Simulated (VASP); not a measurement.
# GaP (F-43m) in VASP: a series of runs

One crystal, GaP, is run at these levels: PBE; tasks: G0W0 quasiparticle levels.

Everything below comes from runs of VASP 6.6.1. Logs are shortened: lines on timing, memory, paths and dates and some standing lists are left out, and cuts for length are marked.

## Step 1: The structure

Symmetry: F-43m, No. 216, cubic system. The conventional cell has a = 5.451 Å, b = 5.451 Å, c = 5.451 Å, α = 90.00°, β = 90.00°, γ = 90.00°. Around Ga (site symmetry -43m) lie 4 P at 2.36 Å. Around P (site symmetry -43m) lie 4 Ga at 2.36 Å.

## Step 2: G0W0 quasiparticle levels, PBE

The input, POSCAR:

```
GaP
1.0
    0.0000000000      2.7252500000      2.7252500000
    2.7252500000      0.0000000000      2.7252500000
    2.7252500000      2.7252500000      0.0000000000
Ga P
1 1
Direct
    0.0000000000      0.0000000000      0.0000000000
    0.7500000000      0.7500000000      0.7500000000
```

The input, INCAR.step1:

```
PREC = Accurate ; ENCUT = 450
EDIFF = 1E-8 ; ISMEAR = 0
SIGMA = 0.01 ; LREAL = False
LASPH = True ; NELM = 100
ALGO = Fast ; LWAVE = True
LCHARG = False ; GGA = PE
```

The input, INCAR.step2:

```
PREC = Accurate ; ENCUT = 450
EDIFF = 1E-8 ; ISMEAR = 0
SIGMA = 0.01 ; LREAL = False
LASPH = True ; NELM = 1
ALGO = Exact ; LWAVE = True
LCHARG = False ; GGA = PE
NBANDS = 251 ; LOPTICS = True
ISTART = 1
```

The input, INCAR.step3:

```
PREC = Accurate ; ENCUT = 450
EDIFF = 1E-8 ; ISMEAR = 0
SIGMA = 0.01 ; LREAL = False
LASPH = True ; ALGO = EVGW0
LWAVE = False ; LCHARG = False
GGA = PE ; NELMGW = 1
NBANDS = 251 ; ENCUTGW = 260
NOMEGA = 48 ; PRECFOCK = Fast
ISTART = 1 ; NBANDSGW = 17
```

The input, KPOINTS:

```
Automatic mesh
0
Gamma
  5 5 5
```

Potentials or basis: VASP PAW PBE potentials, release 64 (Ga_d_GW, P_GW).

Started as:

```console
$ cat potpaw_PBE.64/Ga_d_GW/POTCAR potpaw_PBE.64/P_GW/POTCAR > POTCAR
$ cp INCAR.step1 INCAR
$ mpirun -np 1 vasp_std > vasp.out
$ cp INCAR.step2 INCAR
$ mpirun -np 1 vasp_std > vasp.out
$ cp INCAR.step3 INCAR
$ mpirun -np 1 vasp_std > vasp.out
```

OUTCAR:

```text
PREC = Accurate
   ENCUT = 450
   EDIFF = 1E-8
   ISMEAR = 0
   LREAL = False
   LASPH = True
   GGA = PE
   NELMGW = 1
   ENCUTGW = 260
   PRECFOCK = Fast
   ISTART = 1

 Found     10 irreducible k-points:

 Following reciprocal coordinates:
            Coordinates               Weight
  0.000000  0.000000  0.000000      1.000000
  0.200000  0.000000  0.000000      8.000000
  0.400000  0.000000  0.000000      8.000000
  0.200000  0.200000  0.000000      6.000000
  0.400000  0.200000  0.000000     24.000000
 -0.400000  0.200000  0.000000     24.000000
   k-points           NKPTS =     10   k-points in BZ     NKDIM =    125   number of bands    NBANDS=    251
   number of dos      NEDOS =    301   number of ions     NIONS =      2
   total plane-waves  NPLWV =  21952
   dimension x,y,z NGX =    28 NGY =   28 NGZ =   28
   dimension x,y,z NGXF=    56 NGYF=   56 NGZF=   56
   ions per type =               1   1
   NGX,Y,Z   is equivalent  to a cutoff of  12.08, 12.08, 12.08 a.u.
   NGXF,Y,Z  is equivalent  to a cutoff of  24.16, 24.16, 24.16 a.u.
 SYSTEM =  unknown system
   PREC   = accura    normal or accurate (medium, high low for compatibility)
   ISTART =      1    job   : 0-new  1-cont  2-samecut
   ICHARG =      0    charge: 1-file 2-atom 10-const
   ISPIN  =      1    spin polarized calculation?
   LNONCOLLINEAR =      F non collinear calculations
   LSORBIT =      F    spin-orbit coupling
   LASPH  =      T    aspherical Exc in radial PAW
   ENCUT  =  450.0 eV  33.07 Ry    5.75 a.u.   6.67  6.67  6.67*2*pi/ulx,y,z
   NELM   =     60;   NELMIN=  2; NELMDL=  0     # of ELM steps
   EDIFF  = 0.1E-07   stopping-criterion for ELM
   LREAL  =      F    real-space projection
   EDIFFG = 0.1E-06   stopping-criterion for IOM
   NSW    =      0    number of steps for IOM
   IBRION =     -1    ionic relax: 0-MD 1-quasi-New 2-CG
   NFREE  =      0    steps in history (QN), initial steepest desc. (CG)
   ISIF   =      0    stress and relaxation
   ISYM   =      3    0-nonsym 1-usesym 2-fastsym
   POTIM  = 0.5000    time-step for ionic-motion
   TEBEG  =    0.0;   TEEND  =   0.0 temperature during run
   PSTRESS=    0.0 pullay stress
   NELECT =      18.0000    total number of electrons
   NUPDOWN=      -1.0000    fix difference up-down
   EMIN   =  10.00;   EMAX   =-10.00  energy-range for DOS
   EFERMI =   0.00;   METHOD = LEGACY
   ISMEAR =     0;   SIGMA  =   0.01  broadening in eV -4-tet -1-fermi 0-gaus
   EFERMI_NEDOS =   21; number of points for ismear=-14 and -15
   IALGO  =     38    algorithm
   IMIX   =      4    mixing-type and parameters
     AMIX     =   0.40;   BMIX     =  1.00
     AMIX_MAG =   1.60;   BMIX_MAG =  1.00
  volume/ion in A,a.u.               =      20.24       136.59
  Fermi-wavevector in a.u.,A,eV,Ry     =   1.249538  2.361284 21.243377  1.561344
  Thomas-Fermi vector in A             =   2.383574
   LORBIT       =      0    0 simple, 1 ext, 2 COOP (PROOUT), +10 PAW based schemes
   GGA     = PE    functional components
   LHFCALC =     T    Hartree Fock is set to
   PRECFOCK=fast      Normal, Fast or Accurate (Low or Medium for compatibility)
   ENCUT4O =  -1.0   cutoff for four orbital integrals eV
   NKREDX  =     1    reduce k-point grid by
   NKREDY  =     1    reduce k-point grid by
   NKREDZ  =     1    reduce k-point grid by
   AEXX    =    1.0000 exact exchange contribution
   HFSCREEN=    0.0000 screening length (either q_TF or 0.3 A-1)
   HFSCREENC=   0.0000 screening length for correlation (either q_TF or 0.3 A-1)
   ENCUTFOCK=  -1.0 apply spherical cutoff to Coloumb kernel
   IVDW    =     0    specifies the selected vdW correction
   LEPSILON=     F    determine dielectric tensor
   LRPA    =     F    only Hartree local field effects (RPA)
   LRPAFORCE           =     F    calculate RPA forces
   ENCUTGW             = 260.0    cutoff for response function in eV
   ENCUTGWSOFT         = 208.0    soft cutoff for Coulomb kernel in GW response function in eV
   ENCUTLF             =  -1.0    cutoff for local field effects
   NELMGW              =     1    number of iterations in solving QP/BSE equation
   NELMHF              =     1    number of iterations in the inner HF iteration
   NKREDLFX            =     1    NKREDLFY  =   1   NKREDLFZ  =   1
 non-spin polarized calculation
 Gauss-broadening in eV      SIGMA  =   0.01
  energy-cutoff  :      450.00
  volume of cell :       40.48
 maximum number of plane-waves:       893
  NGX = 16; NGY = 16; NGZ = 16
   NGX = 13   NGY = 13   NGZ = 13
 maximum number of plane-waves:       392

 QP shifts <psi_nk| G(iteration)W_0 |psi_nk>: iteration 1
 for sc-GW calculations column KS-energies equals QP-energies in previous step
 and V_xc(KS)=  KS-energies - (<T + V_ion + V_H > + <T+V_H+V_ion>^1  + <V_x>^1)

 k-point   1 :       0.0000    0.0000    0.0000
  band No.  KS-energies  QP-energies   sigma(KS)   V_xc(KS)     V^pw_x(r,r')   Z            occupation Imag(sigma)

      1     -10.1879     -12.3023     -24.7914     -21.6809     -34.9990       0.6798       2.0000       0.1737
      2     -10.1879     -12.3023     -24.7914     -21.6809     -34.9990       0.6798       2.0000       0.1737
      3     -10.1879     -12.3023     -24.7914     -21.6809     -34.9990       0.6798       2.0000       0.1737
      4     -10.0891     -12.2345     -24.9490     -21.8049     -35.1381       0.6823       2.0000       0.1484
      5     -10.0891     -12.2345     -24.9490     -21.8049     -35.1381       0.6823       2.0000       0.1484
      6      -8.1188      -8.6950     -12.2680     -11.3639     -18.6803       0.6374       2.0000       0.8704
[... 9 lines left out ...]
     16      14.0966      14.2824     -10.5827     -10.8316      -5.0108       0.7463       0.0000      -0.2913
     17      16.8131      16.6559      -8.4534      -8.2442      -2.4614       0.7515       0.0000      -0.5125

 k-point   2 :       0.2000    0.0000    0.0000
  band No.  KS-energies  QP-energies   sigma(KS)   V_xc(KS)     V^pw_x(r,r')   Z            occupation Imag(sigma)

      1     -10.2189     -12.3050     -24.5821     -21.5117     -34.7486       0.6794       2.0000       0.1895
      2     -10.1774     -12.2947     -24.8129     -21.7011     -35.0242       0.6804       2.0000       0.1732
      3     -10.1774     -12.2947     -24.8129     -21.7011     -35.0242       0.6804       2.0000       0.1732
      4     -10.0887     -12.2383     -24.9481     -21.8049     -35.1392       0.6839       2.0000       0.1485
      5     -10.0887     -12.2383     -24.9481     -21.8049     -35.1392       0.6839       2.0000       0.1485
      6      -7.6118      -8.2315     -12.5695     -11.6211     -18.8325       0.6535       2.0000       0.8270
[... 9 lines left out ...]
     16      14.4806      14.3417      -8.3583      -8.1750      -2.6169       0.7578       0.0000      -0.3665
     17      16.5170      16.3998      -8.7610      -8.6058      -2.7636       0.7554       0.0000      -0.4935

 k-point   3 :       0.4000    0.0000    0.0000
  band No.  KS-energies  QP-energies   sigma(KS)   V_xc(KS)     V^pw_x(r,r')   Z            occupation Imag(sigma)

      1     -10.2622     -12.3179     -24.3635     -21.3363     -34.4900       0.6791       2.0000       0.2068
      2     -10.1649     -12.2855     -24.8345     -21.7197     -35.0458       0.6808       2.0000       0.1721
      3     -10.1649     -12.2855     -24.8345     -21.7197     -35.0458       0.6808       2.0000       0.1721
      4     -10.0834     -12.2389     -24.9612     -21.8199     -35.1617       0.6862       2.0000       0.1492
      5     -10.0834     -12.2389     -24.9612     -21.8199     -35.1617       0.6862       2.0000       0.1492
      6      -6.3905      -7.0525     -13.1907     -12.2146     -19.0854       0.6782       2.0000       0.7150
[... 9 lines left out ...]
     16      14.8563      14.9538     -10.4491     -10.5799      -4.4534       0.7456       0.0000      -0.4131
     17      19.0652      19.1158     -10.5936     -10.6625      -3.5897       0.7342       0.0000      -0.7941

 k-point   4 :       0.2000    0.2000    0.0000
  band No.  KS-energies  QP-energies   sigma(KS)   V_xc(KS)     V^pw_x(r,r')   Z            occupation Imag(sigma)

      1     -10.2366     -12.3139     -24.5339     -21.4739     -34.6941       0.6788       2.0000       0.1924
      2     -10.1663     -12.2880     -24.8389     -21.7235     -35.0545       0.6810       2.0000       0.1725
      3     -10.1663     -12.2880     -24.8389     -21.7235     -35.0545       0.6810       2.0000       0.1725
      4     -10.0998     -12.2391     -24.9127     -21.7733     -35.0956       0.6814       2.0000       0.1503
      5     -10.0817     -12.2377     -24.9626     -21.8191     -35.1583       0.6859       2.0000       0.1480
      6      -7.4430      -8.0670     -12.6200     -11.6684     -18.8254       0.6557       2.0000       0.8118
[... 9 lines left out ...]
     16      15.9573      15.9460      -9.1000      -9.0850      -3.0172       0.7555       0.0000      -0.4720
     17      18.2233      18.0487      -8.7584      -8.5279      -2.5280       0.7574       0.0000      -0.6575

 k-point   5 :       0.4000    0.2000    0.0000
  band No.  KS-energies  QP-energies   sigma(KS)   V_xc(KS)     V^pw_x(r,r')   Z            occupation Imag(sigma)

      1     -10.2682     -12.3217     -24.3859     -21.3578     -34.5219       0.6782       2.0000       0.2049
      2     -10.1552     -12.2870     -24.8572     -21.7378     -35.0726       0.6834       2.0000       0.1714
      3     -10.1504     -12.2845     -24.8693     -21.7527     -35.0890       0.6847       2.0000       0.1712
      4     -10.1025     -12.2406     -24.9041     -21.7668     -35.0888       0.6815       2.0000       0.1511
      5     -10.0771     -12.2389     -24.9715     -21.8298     -35.1737       0.6881       2.0000       0.1481
      6      -6.4131      -7.0676     -13.0563     -12.0877     -18.9325       0.6757       2.0000       0.7178
[... 9 lines left out ...]
     16      16.4489      16.3945      -9.2573      -9.1849      -3.1054       0.7518       0.0000      -0.5242
     17      18.8079      18.7887      -9.9429      -9.9170      -3.2548       0.7412       0.0000      -0.7063

 k-point   6 :      -0.4000    0.2000    0.0000
  band No.  KS-energies  QP-energies   sigma(KS)   V_xc(KS)     V^pw_x(r,r')   Z            occupation Imag(sigma)

      1     -10.2735     -12.3175     -24.3410     -21.3238     -34.4700       0.6774       2.0000       0.2098
      2     -10.1570     -12.2865     -24.8496     -21.7295     -35.0599       0.6825       2.0000       0.1704
      3     -10.1497     -12.2857     -24.8701     -21.7537     -35.0903       0.6854       2.0000       0.1713
      4     -10.0912     -12.2361     -24.9372     -21.7975     -35.1323       0.6831       2.0000       0.1499
      5     -10.0836     -12.2340     -24.9560     -21.8156     -35.1551       0.6847       2.0000       0.1486
      6      -5.7469      -6.4124     -13.4852     -12.5169     -19.1852       0.6873       2.0000       0.6500
[... 9 lines left out ...]
     16      16.8341      16.7339      -8.7693      -8.6367      -2.7921       0.7555       0.0000      -0.4907
     17      18.7300      18.8448     -11.1044     -11.2612      -3.9345       0.7322       0.0000      -0.8170

 [... further k-points ...]
```

Wall time 14 min (1 thread of Intel Xeon 6975P-C (Granite Rapids), shared host); peak memory 0.91 GiB.

These settings aren't checked as converged: the numbers below hold their error.

What came out:

```yaml
Band_gap_on_the_k_mesh_mean-field_level: 1.60 eV, indirect (least direct gap 1.82 eV)
Quasiparticle_gap: 2.24 eV
Least_direct_quasiparticle_gap: 2.71 eV
```

Caveat: bands, screening cutoff and mesh are small and nothing is extrapolated, so the quasiparticle values aren't converged; an odd mesh through Γ misses points on the zone boundary, where band edges often lie.

(Part 1 of 3 ends here.)
